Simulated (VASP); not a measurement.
# Ga under changes of volume

One of the cells (18.555 Å³/atom); the others are scaled copies at fixed shape and fractional positions:

```
Ga
1.0
     2.79682    0.00000    0.00000
     0.00000    3.30334    0.00000
    -1.35233    0.00000    4.01670
Ga
2
Direct
  0.13460 0.75000 0.77017
  0.86540 0.25000 0.22983
```

This isn't the form of Ga at room conditions, which is orthorhombic.

| Quantity | Value |
| --- | --- |
| Program | VASP 6.6.1 |
| Functional | PBE |
| Potentials or basis | VASP PAW PBE potentials, release 64 (Ga_d) |
| Cutoff | 520 eV |
| k mesh | 10 × 8 × 7 |
| Occupations | fermi-dirac, width 0.05 eV |
| Spin | no spin polarisation |

```tsv
volume (Å³/atom)	energy over the lowest point (meV/atom)	pressure (GPa)	largest force (eV/Å)
17.100	46.81	7.8	0.112
17.463	31.00	6.1	0.103
17.827	18.88	4.6	0.095
18.555	4.18	2.0	0.078
18.919	?	?	?
19.283	0.00	-0.1	0.063
```

Problem. What does the run at 18.919 Å³/atom give?

Solution. Energy over the lowest point 0.88 meV/atom; pressure 0.9 GPa; largest force 0.070 eV/Å.

Worked out: A Birch-Murnaghan fit of order 3 (a polynomial in V^(-2/3)) to the other rows has its minimum at 19.26 Å³/atom with B0 = V·E''(V) = 49 GPa and B' = 5.2 at fixed shape and positions, which overstates the stiffness. It gives 0.93 meV/atom at 18.919 Å³/atom, against the run's 0.88, and -dE/dV = 0.9 GPa, against 0.9.

Energies are extrapolated to zero smearing.
